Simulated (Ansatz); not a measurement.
**SnO under changes of volume**

One of the cells (17.769 Å³/atom); the others are scaled copies at fixed shape and fractional positions:

```xyz
4
Lattice="3.8137 0.0000 0.0000 0.0000 3.8137 0.0000 0.0000 0.0000 4.8869" Properties=species:S:1:pos:R:3 pbc="T T T"
Sn    1.9068    0.0000    3.7367
Sn    0.0000    1.9068    1.1503
O     0.0000    0.0000    0.0000
O     1.9068    1.9068    0.0000
```

The cell is a database's computed one.

| Item | Value |
| --- | --- |
| Program | Ansatz 0.2.0 |
| Functional | PBE |
| Potentials or basis | all-electron LAPW, scalar-relativistic |
| Cutoff | 345 eV (chosen from the basis error) |
| Basis error allowed | 0.001 eV/atom |
| k mesh | 7 × 7 × 6 |
| Occupations | fermi-dirac, width 0.05 eV |
| Spin | no spin polarisation |

```csv
volume (Å³/atom),energy over the lowest point (meV/atom),pressure (GPa),gap on the mesh (eV),largest force (eV/Å)
16.703,?,?,?,?
17.058,32.95,8.0,0.22,0.974
17.414,17.79,5.7,0.30,0.659
17.769,7.57,3.6,0.37,0.367
18.125,1.79,1.7,0.44,0.097
18.480,0.00,0.0,0.51,0.154
18.835,1.81,-1.6,0.57,0.388
```

Q: What does the run at 16.703 Å³/atom give?

A: Energy over the lowest point 53.58 meV/atom; pressure 10.6 GPa; gap on the mesh 0.14 eV; largest force 1.318 eV/Å.

Worked out: A Birch-Murnaghan fit of order 3 (a polynomial in V^(-2/3)) to the other rows has its minimum at 18.47 Å³/atom with B0 = V·E''(V) = 85 GPa and B' = 4.4 at fixed shape and positions, which overstates the stiffness. It gives 53.54 meV/atom at 16.703 Å³/atom, against the run's 53.58, and -dE/dV = 10.6 GPa, against 10.6. A straight line through the other rows of the gap, of slope 3.53 eV per unit of ln V, extrapolates to 0.15 eV, against the run's 0.14.

Energies are extrapolated to zero smearing.

Caveats: spin-orbit coupling is left out, which moves the levels of the heavy elements; an odd mesh through Γ misses points on the zone boundary, where band edges often lie; forces of over 1 eV/Å show positions far from the minimum, so gaps and moduli don't describe the material at rest (some runs).

The runs don't all hold the same shells in valence.
